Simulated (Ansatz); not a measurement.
# AgI (F-43m): from the cell to its phonons

How does AgI (F-43m) vibrate, and is this structure a minimum?

Calculated with Ansatz 0.2.0; DFT LDA, scalar-relativistic, plane waves, norm-conserving pseudopotentials.

The database entry behind the starting cell differs from later determinations by our own check (about 0.3 % short), so it need not match the best structure at ambient conditions.

### 1. The structure

Symmetry: F-43m, No. 216, cubic system. Conventional cell: a = 6.473 Å, b = 6.473 Å, c = 6.473 Å, α = 90.00°, β = 90.00°, γ = 90.00°. Nearest to Ag lie 4 I at 2.80 Å. I has 4 Ag at 2.80 Å nearest. Farther neighbours and most contacts between anions are not listed.

### 2. Relaxation

Harmonic phonons are second derivatives at a point where the forces vanish, and they are wanted at zero stress, so atoms and cell are relaxed first.

Input file input.yaml:

```yaml
crystal:
  lattice:
    - [0.0, 3.2365, 3.2365]
    - [3.2365, 0.0, 3.2365]
    - [3.2365, 3.2365, 0.0]
  atoms:
    - { symbol: Ag, position: [0.0, 0.0, 0.0] }
    - { symbol: I, position: [0.25, 0.25, 0.25] }
kpoints:
  mp_grid: { grid: [8, 8, 8] }
hamiltonian:
  xc: lda
  pseudopotentials: { kind: nc }
scf:
  occupations: { method: gaussian, width: 0.02 }
output:
  forces: true
  stress: true
  eigenvalues: true
  write_density: true
  write_potential: true
  elf: true
  volumetric_format: npy
relax:
  adjacent_minimum: "off"
  f_tol: 0.005
  max_steps: 80
  cell: { stress_tol: 0.05 }
```

Run with:

```console
> ansatz run input.yaml --threads 4 --pin off --max-ram 10240MiB --backend cpu --events-out ev --progress --plain --runs-dir out
```

Numbers of over 12 decimals in the logs are rounded to 6 here.

What it wrote:

```text
Engine: ansatz 0.2.0, x86_64-unknown-linux-gnu
Pseudopotentials: kind: nc
Pseudopotential: Ag, nc, valence charge 19, recommended cutoff 1170.089609 eV (normal), Ag.nc.azcp (PseudoDojo's, or run here from an input of PseudoDojo's: the run reads no file of this project's for it)
Pseudopotential: I, nc, valence charge 7, recommended cutoff 952.398519 eV (normal), I.nc.azcp (PseudoDojo's, or run here from an input of PseudoDojo's: the run reads no file of this project's for it)
Functional definition: SPW92
  exchange = slater_x
  correlation = pw_c
Crystal: 2 atoms, lattice volume = 67.804 Å³
Basis set: ecut = 1170.089609 eV, 6183 PW (Γ)
Bands: 17, of which v1, the nominal top of the filled ones, is band 13 counted from 1 (12 counted from 0)
Symmetry: 24 space group operations
Space group: F-43m (ITA 216), of the structure as read, at distance tolerance 4.1e-5 Å
k-points: 29 of 512 (time reversal used)
Non-local potential: Ag, projectors of the file, l = 0: 2, l = 1: 2, l = 2: 2
Non-local potential: I, projectors of the file, l = 0: 2, l = 1: 2, l = 2: 2, l = 3: 2
Initial density: superposition of atomic densities (chi_scale 0.1, normalization cell, long waves kept (reshape's long-wave potential 0.00 eV rms))
Initial wavefunctions: pseudopotential atomic-orbital guess
Functional: x = slater, c = lda
SCF iter   1: F=—  HF=-4572.018847 eV  |F-HF|=—  |Δ(HF+E_count)|=         —  Δρ=2.42e-2  dr2=5.04e-1  ethr=3.10e-3  ⟨swp⟩=5.4  Hψ=2661  notcnv=0
preconditioner: auto → none  [insulator: Δε(μ)=1.026 eV  Ē_g=9.854 eV  σ=0.020 eV  W_gap=1.00  n_scr=14 (ndim 8)  ℏωp=19.1 eV  f_vac=0.117  D(μ)=0.00/eV (n_scr^D=0)  ε∞_Penn≈4.8]
SCF iter   2: F=—  HF=-4571.895585 eV  |F-HF|=—  |Δ(HF+E_count)|=   1.23e-1  Δρ=1.44e-2  dr2=1.33e-1  ethr=1.94e-3  ⟨swp⟩=3.8  Hψ=1291  notcnv=0
SCF iter   3: F=—  HF=-4571.859121 eV  |F-HF|=—  |Δ(HF+E_count)|=   3.65e-2  Δρ=3.80e-3  dr2=6.25e-3  ethr=5.12e-4  ⟨swp⟩=3.2  Hψ=1014  notcnv=0
SCF iter   4: F=—  HF=-4571.857433 eV  |F-HF|=—  |Δ(HF+E_count)|=   1.69e-3  Δρ=1.08e-3  dr2=3.99e-4  ethr=2.40e-5  ⟨swp⟩=2.0  Hψ=1074  notcnv=0
SCF iter   5: F=—  HF=-4571.857347 eV  |F-HF|=—  |Δ(HF+E_count)|=   8.59e-5  Δρ=1.69e-4  dr2=5.61e-6  ethr=1.53e-6  ⟨swp⟩=2.8  Hψ=881  notcnv=0
SCF iter   6: F=—  HF=-4571.857285 eV  |F-HF|=—  |Δ(HF+E_count)|=   6.20e-5  Δρ=2.65e-5  dr2=1.47e-7  ethr=2.16e-8  ⟨swp⟩=2.5  Hψ=849  notcnv=0
SCF iter   7: F=-4571.857285 eV  HF=-4571.857285 eV  |F-HF|=8.71e-9  |Δ(HF+E_count)|=   5.94e-8  Δρ=8.58e-6  dr2=1.41e-8  ethr=3.85e-10  ⟨swp⟩=11.7  Hψ=4005  notcnv=0
SCF 1 converged in 7 iterations: F = -4571.857285 eV  dr2 = 1.41e-8
relax step   1: F+E_penalty+E_count = -4571.85728496 eV  Δ(F+E_penalty+E_count) = +0.000e0 eV  max|allowed force component| = 3.331e-16 eV/Å  Δτ_max = 0.0000 Å  P = -2.140 GPa  Ω = 67.804 Å³  (7 SCF iters, dr2 threshold 1.00e-7 eV, accepted)
Crystal: 2 atoms, lattice volume = 62.788 Å³
Basis set: ecut = 1170.089609 eV, 5769 PW (Γ)
Initial density: handed on by an earlier stage of this run
Initial wavefunctions: those handed on with the density
iter 1 solved again at ethr=9.30e-6 eV; its pass at ethr=3.10e-3 eV (dr2=2.42e-3 eV) is discarded
SCF iter   1: F=—  HF=-4571.884543 eV  |F-HF|=—  |Δ(HF+E_count)|=         —  Δρ=2.42e-3  dr2=2.55e-3  ethr=9.30e-6  ⟨swp⟩=2.2  Hψ=4107  notcnv=0
preconditioner: auto → none  [insulator: Δε(μ)=1.038 eV  Ē_g=9.906 eV  σ=0.020 eV  W_gap=1.00  n_scr=14 (ndim 8)  ℏωp=19.9 eV  f_vac=0.108  D(μ)=0.00/eV (n_scr^D=0)  ε∞_Penn≈5.0]
SCF iter   2: F=—  HF=-4571.884005 eV  |F-HF|=—  |Δ(HF+E_count)|=   5.37e-4  Δρ=1.13e-3  dr2=5.34e-4  ethr=9.30e-6  ⟨swp⟩=2.4  Hψ=776  notcnv=0
SCF iter   3: F=—  HF=-4571.883889 eV  |F-HF|=—  |Δ(HF+E_count)|=   1.16e-4  Δρ=5.20e-4  dr2=1.28e-4  ethr=2.05e-6  ⟨swp⟩=2.5  Hψ=848  notcnv=0
SCF iter   4: F=—  HF=-4571.883799 eV  |F-HF|=—  |Δ(HF+E_count)|=   9.05e-5  Δρ=7.57e-5  dr2=1.42e-6  ethr=4.94e-7  ⟨swp⟩=2.2  Hψ=740  notcnv=0
SCF iter   5: F=-4571.883799 eV  HF=-4571.883799 eV  |F-HF|=1.66e-8  |Δ(HF+E_count)|=   1.28e-7  Δρ=1.86e-5  dr2=8.38e-8  ethr=7.69e-10  ⟨swp⟩=12.8  Hψ=4609  notcnv=0
SCF 2 converged in 5 iterations: F = -4571.883799 eV  dr2 = 8.38e-8
relax step   2: F+E_penalty+E_count = -4571.88379868 eV  Δ(F+E_penalty+E_count) = -2.651e-2 eV  max|allowed force component| = 1.388e-16 eV/Å  Δτ_max = 0.0000 Å  P = +0.706 GPa  Ω = 62.788 Å³  energy of the carried Pulay correction = +4.370e-4 eV  (5 SCF iters, dr2 threshold 2.00e-7 eV, accepted)
Crystal: 2 atoms, lattice volume = 63.962 Å³
Basis set: ecut = 1170.089609 eV, 5817 PW (Γ)
iter 1 solved again at ethr=4.61e-7 eV; its pass at ethr=3.10e-3 eV (dr2=1.20e-4 eV) is discarded
SCF iter   1: F=—  HF=-4571.885938 eV  |F-HF|=—  |Δ(HF+E_count)|=         —  Δρ=6.17e-4  dr2=1.73e-4  ethr=4.61e-7  ⟨swp⟩=3.6  Hψ=3973  notcnv=0
preconditioner: auto → none  [insulator: Δε(μ)=1.059 eV  Ē_g=9.836 eV  σ=0.020 eV  W_gap=1.00  n_scr=14 (ndim 8)  ℏωp=19.7 eV  f_vac=0.121  D(μ)=0.00/eV (n_scr^D=0)  ε∞_Penn≈5.0]
SCF iter   2: F=—  HF=-4571.885903 eV  |F-HF|=—  |Δ(HF+E_count)|=   3.49e-5  Δρ=3.08e-4  dr2=4.02e-5  ethr=4.61e-7  ⟨swp⟩=2.6  Hψ=827  notcnv=0
SCF iter   3: F=—  HF=-4571.885894 eV  |F-HF|=—  |Δ(HF+E_count)|=   8.86e-6  Δρ=1.30e-4  dr2=7.89e-6  ethr=1.55e-7  ⟨swp⟩=2.5  Hψ=827  notcnv=0
SCF iter   4: F=—  HF=-4571.885893 eV  |F-HF|=—  |Δ(HF+E_count)|=   1.39e-6  Δρ=5.29e-5  dr2=1.22e-6  ethr=3.04e-8  ⟨swp⟩=2.0  Hψ=771  notcnv=0
SCF iter   5: F=-4571.885893 eV  HF=-4571.885893 eV  |F-HF|=1.61e-8  |Δ(HF+E_count)|=   2.12e-7  Δρ=1.09e-5  dr2=5.42e-8  ethr=7.69e-10  ⟨swp⟩=8.9  Hψ=4071  notcnv=0
SCF 3 converged in 5 iterations: F = -4571.885893 eV  dr2 = 5.42e-8
relax step   3: F+E_penalty+E_count = -4571.88589282 eV  Δ(F+E_penalty+E_count) = -2.094e-3 eV  max|allowed force component| = 2.174e-16 eV/Å  Δτ_max = 0.0000 Å  P = -0.090 GPa  Ω = 63.962 Å³  energy of the carried Pulay correction = +3.317e-4 eV  (5 SCF iters, dr2 threshold 2.00e-7 eV, accepted)
[...]
relax step   4: F+E_penalty+E_count = -4571.88594419 eV  Δ(F+E_penalty+E_count) = -5.137e-5 eV  max|allowed force component| = 2.082e-16 eV/Å  Δτ_max = 0.0000 Å  P = -0.003 GPa  Ω = 63.827 Å³  energy of the carried Pulay correction = +3.437e-4 eV  (4 SCF iters, dr2 threshold 2.02e-8 eV, accepted)
Initial wavefunctions: pseudopotential atomic-orbital guess (no wavefunctions were taken with the density)
iter 1 solved again at ethr=4.34e-8 eV; its pass at ethr=3.10e-3 eV (dr2=1.13e-5 eV) is discarded
SCF iter   1: F=—  HF=-4571.885810 eV  |F-HF|=—  |Δ(HF+E_count)|=         —  Δρ=3.64e-5  dr2=4.18e-8  ethr=4.34e-8  ⟨swp⟩=4.7  Hψ=4871  notcnv=0
preconditioner: auto → none  [insulator: Δε(μ)=1.054 eV  Ē_g=9.842 eV  σ=0.020 eV  W_gap=1.00  n_scr=14 (ndim 8)  ℏωp=19.7 eV  f_vac=0.119  D(μ)=0.00/eV (n_scr^D=0)  ε∞_Penn≈5.0]
SCF iter   2: F=—  HF=-4571.885733 eV  |F-HF|=—  |Δ(HF+E_count)|=   7.70e-5  Δρ=1.85e-5  dr2=1.20e-8  ethr=1.61e-10  ⟨swp⟩=2.1  Hψ=889  notcnv=0
SCF iter   3: F=—  HF=-4571.885733 eV  |F-HF|=—  |Δ(HF+E_count)|=   1.26e-8  Δρ=7.72e-6  dr2=4.22e-9  ethr=4.61e-11  ⟨swp⟩=2.2  Hψ=730  notcnv=0
SCF iter   4: F=-4571.885733 eV  HF=-4571.885733 eV  |F-HF|=7.28e-12  |Δ(HF+E_count)|=   1.88e-9  Δρ=5.61e-7  dr2=1.55e-11  ethr=1.00e-12  ⟨swp⟩=7.3  Hψ=3481  notcnv=0
SCF 5 converged in 4 iterations: F = -4571.885733 eV  dr2 = 1.55e-11
relax step   5: F+E_penalty+E_count = -4571.88573313 eV  Δ(F+E_penalty+E_count) = +2.111e-4 eV  max|allowed force component| = 2.035e-16 eV/Å  Δτ_max = 0.0000 Å  P = -0.012 GPa  Ω = 63.827 Å³  stress off target by 1.22e-2 GPa  SCF on the basis re-selected at this cell (its energy is not comparable with the rows above)  (4 SCF iters)
basis re-selected at this cell: Δ(F+E_penalty+E_count) = +2.111e-4 eV, ΔP = -0.009 GPa vs the last step (what re-selecting the basis moved, of the pressure what is left beyond the Pulay correction that the steps carried, after the strain that the cell walked since its last selection, with what the two solves' SCF thresholds leave and, on support functions, any second-order correction that the steps lacked; it is no m [...]
SCF converged after 4 iterations
Free energy (F): -4571.885733 eV
Harris-Foulkes:  -4571.885733 eV  (|F-HF|=7.28e-12)
Internal energy: -4571.885733 eV  (E = F + TS)
E sigma→0 (E₀):  -4571.885733 eV
Fermi energy:    6.838789 eV
--- Per-component energies (eV) ---
  E_band       = -420.978092
  E_kinetic    = 1530.584231
  E_local      = -4637.578896  (includes V_loc(G=0)·N_el)
  E_nonlocal   = -8.863343
  E_hartree    = 1654.783727
  E_xc         = -735.288438
  E_vxc        = -614.687741  (∫ρ·V_xc dr)
  E_ewald      = -2375.523015
  E_smearing   = -0.000000  (= −TS)
  E_closure    = -0.000000  (closes the sum)
  Σ components = -4571.885733   (vs F -4571.885733, Δ=0.00e0)
--- Forces (eV/Å), atoms counted from 1 ---
  atom   1  Ag     0.00000000    -0.00000000    -0.00000000
  atom   2  I     -0.00000000     0.00000000     0.00000000
  max |Σ_I F_I| component: 1.30e-16 eV/Å
--- Stress (GPa, compression-positive) ---
       -0.012216       0.000000       0.000000
       -0.000000      -0.012216       0.000000
        0.000000       0.000000      -0.012216
  P = ⅓ Tr σ = -0.0122 GPa (-0.122 kbar)
--- Band table (eV; the first three rows and the last of 29) ---
  k-point 0: bands = [... 9 lower, 2.8759, 6.3114, 6.3114, 6.3114, 7.3658, 11.8467, 11.8467, 11.8467]
  k-point 1: bands = [... 9 lower, 2.8709, 5.5025, 6.1816, 6.1816, 8.0692, 11.6204, 12.0385, 12.0385]
  k-point 2: bands = [... 9 lower, 2.8708, 4.3726, 5.8832, 5.8832, 8.7091, 11.8448, 12.3485, 12.3485]
  k-point 28: bands = [... 9 lower, 3.1210, 3.2583, 3.8005, 4.4375, 11.1214, 11.2974, 12.5361, 13.1356]
--- Relaxed structure (4 steps of the walk, 4 accepted, 1 SCFs on fresh bases) ---
  F+E_penalty+E_count = -4571.88573313 eV   max|allowed force component| = 2.035e-16 eV/Å   (the final SCF, on the basis selected at the relaxed cell)
  cell:  # Å, volume = 63.8268 Å³
    - [0, 3.171935, 3.171935]
    - [3.171935, 0, 3.171935]
    - [3.171935, 3.171935, 0]
  atoms:
    - { symbol: Ag, position: [0, 0, 0] }
    - { symbol: I, position: [0.25, 0.25, 0.25] }
```

Run time: 5.3 s. Hardware: 4 threads of AMD EPYC 9R45 (Zen 5), shared host; peak memory 0.63 GiB.

The steps of the relaxation:

```csv
step,energy less that of the first step (eV),largest force component (eV/Å),pressure (GPa),volume (Å³)
1,0.0000,0.0000,-2.14,67.80
2,-0.0265,0.0000,0.71,62.79
3,-0.0286,0.0000,-0.09,63.96
4,-0.0287,0.0000,0.00,63.83
5*,-0.0284,0.0000,-0.01,63.83
```

Relaxation steps marked * repeat the geometry before them on a plane-wave basis chosen anew for their cell, so energy and pressure can jump there.

Forces are held to the 24 operations that the run works with; a distortion that breaks them can't arise in this run.

```csv
"conventional cell, symmetrised",before,after,change
a (Å),6.473,6.344,-2.0 %
b (Å),6.473,6.344,-2.0 %
c (Å),6.473,6.344,-2.0 %
volume (Å³/atom),33.90,31.91,-5.9 %
```

The relaxed structure:

```
Ag I
1.0
     0.00000    3.17194    3.17194
     3.17194    0.00000    3.17194
     3.17194    3.17194    0.00000
Ag I
1 1
Direct
  0.00000 0.00000 0.00000
  0.25000 0.25000 0.25000
```

This step gave:

- pressure: -0.01222 GPa
- gap on the k-mesh: 1.054 eV
- volume per atom: 31.91 Å³
- direct gap on mesh: 1.054 eV

ELF in the ac plane of a cell with a along [110], b along [-110] and c along [001] of the cube at fractional y = 0.000, with atoms of Ag and I within 0.2 Å of it. It is the smooth field of the valence electrons, not physical close to the nuclei.

Values, 9 rows by 16 columns, each cell a mean:
```
0.60 0.37 0.37 0.73 0.76 0.50 0.28 0.60 0.60 0.37 0.37 0.73 0.76 0.50 0.28 0.60
0.23 0.32 0.77 0.55 0.43 0.80 0.45 0.22 0.23 0.32 0.77 0.55 0.43 0.80 0.45 0.22
0.11 0.51 0.82 0.38 0.24 0.77 0.66 0.18 0.11 0.51 0.82 0.38 0.24 0.77 0.66 0.18
0.04 0.31 0.69 0.80 0.79 0.75 0.45 0.08 0.04 0.31 0.69 0.80 0.79 0.75 0.45 0.08
0.01 0.05 0.20 0.37 0.39 0.26 0.08 0.01 0.01 0.05 0.20 0.37 0.39 0.26 0.08 0.01
0.02 0.02 0.02 0.03 0.04 0.02 0.02 0.02 0.02 0.02 0.02 0.03 0.04 0.02 0.02 0.02
0.10 0.08 0.03 0.01 0.01 0.02 0.06 0.10 0.10 0.08 0.03 0.01 0.01 0.02 0.06 0.10
0.33 0.22 0.13 0.04 0.03 0.09 0.20 0.30 0.33 0.22 0.13 0.04 0.03 0.09 0.20 0.30
0.55 0.47 0.18 0.21 0.23 0.17 0.35 0.62 0.55 0.47 0.18 0.21 0.23 0.17 0.35 0.62
```
Columns run along a (9.0 Å), rows up along c (6.3 Å), edges of the conventional cell, whose origin can differ from the input's. Atoms in or near the plane, at fractional coordinates: Ag at (0.50, 0.00), Ag at (0.00, 0.00), I at (0.75, 0.75), I at (0.25, 0.75).

Valence density in the ac plane of a cell with a along [110], b along [-110] and c along [001] of the cube at fractional y = 0.000, with atoms of Ag and I within 0.2 Å of it. It is the smooth field of the valence electrons, not physical close to the nuclei.

Values in units of 1e0 e/Å³, 9 rows by 16 columns, each cell a mean:
```
8.3 1.9 0.3 0.4 0.4 0.3 0.9 6.9 8.3 1.9 0.3 0.4 0.4 0.3 0.9 6.9
0.5 0.3 0.6 0.5 0.4 0.6 0.3 0.4 0.5 0.3 0.6 0.5 0.4 0.6 0.3 0.4
0.1 0.2 0.5 0.4 0.3 0.6 0.3 0.1 0.1 0.2 0.5 0.4 0.3 0.6 0.3 0.1
0.0 0.1 0.2 0.5 0.5 0.3 0.1 0.0 0.0 0.1 0.2 0.5 0.5 0.3 0.1 0.0
0.0 0.0 0.1 0.1 0.1 0.1 0.0 0.0 0.0 0.0 0.1 0.1 0.1 0.1 0.0 0.0
0.0 0.0 0.0 0.0 0.0 0.0 0.0 0.0 0.0 0.0 0.0 0.0 0.0 0.0 0.0 0.0
0.1 0.0 0.0 0.0 0.0 0.0 0.0 0.1 0.1 0.0 0.0 0.0 0.0 0.0 0.0 0.1
1.1 0.3 0.1 0.0 0.0 0.0 0.2 0.8 1.1 0.3 0.1 0.0 0.0 0.0 0.2 0.8
9.3 2.6 0.2 0.1 0.1 0.1 1.1 8.6 9.3 2.6 0.2 0.1 0.1 0.1 1.1 8.6
```
Columns run along a (9.0 Å), rows up along c (6.3 Å), edges of the conventional cell, whose origin can differ from the input's. Atoms in or near the plane, at fractional coordinates: Ag at (0.50, 0.00), Ag at (0.00, 0.00), I at (0.75, 0.75), I at (0.25, 0.75).

Electrostatic potential energy in the ac plane of a cell with a along [110], b along [-110] and c along [001] of the cube at fractional y = 0.000, with atoms of Ag and I within 0.2 Å of it. With pseudopotentials it is smooth inside the atoms' cores, unlike the true potential.

Ten even steps from '_' (-98 eV) to '@' (11 eV), each cell a mean:
```
__::##@@@@@@@@@@@@@@##::____++%%@@@@@@@@@@@@%%++__
==##%%@@@@%%##%%@@@@%%##==++%%@@@@%%####%%@@@@%%++
%%@@@@@@##++--++##@@@@@@%%@@@@@@%%**====**%%@@@@@@
@@@@@@%%++..__..**%%@@@@@@@@@@@@##--____--##@@@@@@
@@@@@@%%++..__..++%%@@@@@@@@@@@@##--____--##@@@@@@
@@@@@@@@##==--==##@@@@@@@@@@@@@@%%**----**%%@@@@@@
@@@@@@@@@@%%##%%@@@@@@@@@@@@@@@@@@%%####%%@@@@@@@@
@@@@@@@@@@@@@@@@@@@@@@@@@@@@@@@@@@@@@@@@@@@@@@@@@@
@@@@@@@@@@@@@@@@@@@@@@@@@@@@@@@@@@@@@@@@@@@@@@@@@@
@@@@@@@@@@@@@@@@@@@@@@@@@@@@@@@@@@@@@@@@@@@@@@@@@@
@@@@@@@@@@@@@@@@@@@@@@@@@@@@@@@@@@@@@@@@@@@@@@@@@@
@@@@@@@@@@@@@@@@@@@@@@@@@@@@@@@@@@@@@@@@@@@@@@@@@@
@@@@@@@@@@@@@@@@@@@@@@@@@@@@@@@@@@@@@@@@@@@@@@@@@@
@@@@@@@@@@@@@@@@@@@@@@@@@@@@@@@@@@@@@@@@@@@@@@@@@@
##%%@@@@@@@@@@@@@@@@@@%%##%%@@@@@@@@@@@@@@@@@@@@%%
..++%%@@@@@@@@@@@@@@%%==..::##@@@@@@@@@@@@@@@@##::
__..##@@@@@@@@@@@@@@##..____==%%@@@@@@@@@@@@%%==__
```
Columns run along a (9.0 Å; values clipped at the 3rd and 97th percentile), rows up along c (6.3 Å), edges of the conventional cell, whose origin can differ from the input's. Atoms in or near the plane, at fractional coordinates: Ag at (0.50, 0.00), Ag at (0.00, 0.00), I at (0.75, 0.75), I at (0.25, 0.75).

In this step the volume went from 33.90 to 31.91 Å³/atom.

[end of part 1 of 3]

[Logs are printed without paths, hosts, clocks, repeated set-up lines and the standing remarks that a program may print on its own settings, such as how far it seeks lower states.]

[Hosts, paths, dates, database ids (printed as entryN), source tags and the programs' standing remarks are cut or masked in the printed files.]
